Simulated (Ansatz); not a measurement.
**AlP: enthalpy against pressure**

AlP, F-43m, a = 5.471 Å. Ansatz: PBEsol, PAW, 420 eV, Γ-centred 8×8×8 mesh on 2 atoms, Gaussian smearing 0.02 eV; no spin polarisation. Cell and atoms are relaxed at each pressure, and no other structure is tried, so the rows at high pressure may lie past a change of phase. y is the enthalpy over the state at zero pressure; there V0 = 20.471 Å³/atom. The pressures are the targets, met within 0.07 GPa.

```tsv
P (GPa)	y (eV/atom)
-3.0	-0.3902
0.0	0.0000
3.0	0.3769
8.0	0.9808
15.0	?
30.0	3.3871
60.0	6.2615
```

Fit y = c1 P + c2 P² + c3 P³ to the other rows, say what c1 and c2 mean, and predict the missing value.

Least squares on the rows shown. y = 0.12728 P − 0.00057724 P² + 3.2533×10⁻⁶ P³. Since dH/dP = V, c1 is V0: 0.12728 eV/GPa × 160.2 = 20.390 Å³ against 20.471; c2 = −V0/(2B0) gives B0 = 110 GPa, where a Birch–Murnaghan fit to the volumes of the same runs (not shown) gives 87 GPa: a cubic over this range folds the higher terms into c2. Above P = −c2/(3 c3) = 59 GPa the cubic's slope, the volume, would rise with pressure, so the form fails there. At P = 15.0 the fit asked for gives 1.7903 eV/atom. The run gave 1.7845 eV/atom, so the fit is 0.0058 eV/atom too high, 0.087 % of the span of the series, against an rms of 0.0017 eV/atom on the fitted rows. With a term in P⁴ added, a fit to the same known rows predicts 1.7832 eV/atom, so most of the miss is curvature that the known rows already hold.

The mesh isn't the same in all rows (8×8×8, 10×10×10).